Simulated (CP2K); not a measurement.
The system is BaTiO3.

```xyz
10
Lattice="3.9635 0.0000 0.0000 -0.1344 5.6674 0.0000 -0.2285 -0.3606 5.7136" Properties=species:S:1:pos:R:3 pbc="T T T"
Ba    3.9534    0.0007    0.0024
Ba    3.7813    2.6459    2.8630
Ti    1.6897    2.4685    5.7013
Ti    1.7484    5.4811    2.8418
O     3.6643    2.4668    5.7035
O    -0.2414    5.4849    2.8689
O     1.8670    1.3344    1.4427
O     1.7072    3.9938    4.2752
O     1.7897    1.1514    4.2834
O     1.8257    4.1597    1.4423
```

Base run:

```yaml
Program: CP2K 2026.2
Functional: PBE
Potentials_or_basis: POTENTIAL_UZH Ba GTH-PBE-q10, Ti GTH-PBE-q12, O GTH-PBE-q6; ccGRB-D basis
Density_cutoff: 9524 eV
k_mesh: 5 × 4 × 4
Occupations: fermi-dirac, width 0.05 eV
Spin: no spin polarisation
```

Its results: band gap on the k mesh 1.82 eV; pressure 6.7 GPa; largest force 0.302 eV/Å.

Q: The run is repeated on the same cell with these changes: potentials or basis from POTENTIAL_UZH Ba GTH-PBE-q10, Ti GTH-PBE-q12, O GTH-PBE-q6; ccGRB-D basis to POTENTIAL_UZH Ba GTH-PBE-q10, Ti GTH-PBE-q12, O GTH-PBE-q6; TZV2P-MOLOPT-PBE-GTH basis; basis sets from Ba ccGRB-D-q10, Ti ccGRB-D-q12, O ccGRB-D-q6 to Ba TZV2P-MOLOPT-PBE-GTH-q10, Ti TZV2P-MOLOPT-PBE-GTH-q12, O TZV2P-MOLOPT-PBE-GTH-q6. What comes out?

A: Band gap on the k mesh 1.89 eV; pressure 4.3 GPa; largest force 0.298 eV/Å.

Caveats: spin-orbit coupling is left out, which moves the levels of the heavy elements; an odd mesh through Γ misses points on the zone boundary, where band edges often lie; the basis of atomic orbitals isn't converged, which shifts pressures, moduli and gaps.
